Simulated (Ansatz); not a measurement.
What a trial cell of Sc3Al relaxes into

Theory: DFT r2SCAN, scalar-relativistic, plane waves, PAW (Ansatz). Cutoff 500 eV, Γ-centred k mesh, Gaussian smearing, no spin polarisation in the final step.

The start puts Sc3Al on the A15 structure type (Pm-3n, No. 223), with Al in place of Si, Sc in place of Cr, at a guessed volume.

```xyz
8
Lattice="5.6316 0.0000 0.0000 0.0000 5.6316 0.0000 0.0000 0.0000 5.6316" Properties=species:S:1:pos:R:3 pbc="T T T"
Sc    0.0000    2.8158    1.4079
Sc    0.0000    2.8158    4.2237
Sc    1.4079    0.0000    2.8158
Sc    4.2237    0.0000    2.8158
Sc    2.8158    4.2237    0.0000
Sc    2.8158    1.4079    0.0000
Al    0.0000    0.0000    0.0000
Al    2.8158    2.8158    2.8158
```

Cell and atoms relax at zero pressure; the relaxation can't lower the symmetry of the start.

Q: Describe the relaxed structure.

A: It keeps Pm-3n (No. 223). The result has the A15 structure. Conventional cell: a = 5.596 Å. Sc is coordinated by 2 Sc at 2.80 Å, 4 Al at 3.13 Å and 8 Sc at 3.43 Å; Al is coordinated by 12 Sc at 3.13 Å.

```cif
data_structure
_symmetry_space_group_name_H-M 'Pm-3n'
_symmetry_Int_Tables_number 223
_cell_length_a 5.5956
_cell_length_b 5.5956
_cell_length_c 5.5956
_cell_angle_alpha 90.000
_cell_angle_beta 90.000
_cell_angle_gamma 90.000
_cell_volume 175.20
loop_
_atom_site_label
_atom_site_type_symbol
_atom_site_symmetry_multiplicity
_atom_site_Wyckoff_symbol
_atom_site_fract_x
_atom_site_fract_y
_atom_site_fract_z
_atom_site_occupancy
Sc1 Sc 6 c 0.00000 0.50000 0.25000 1
Al1 Al 2 a 0.00000 0.00000 0.00000 1
```

Q: What are its volume, density and gap?

A: The volume per atom is 21.90 Å³ and the density is 3.07 g/cm³. The gap on the 8×8×8 mesh is 0 eV (a metal).

The final run used a 8×8×8 mesh on its 8-atom cell and 0.10 eV smearing. A structure relaxed within its symmetry needn't be a true minimum.

Cost: 2 runs of about 2.7 core-minutes in all, on Arm Neoverse V2 (shared hosts).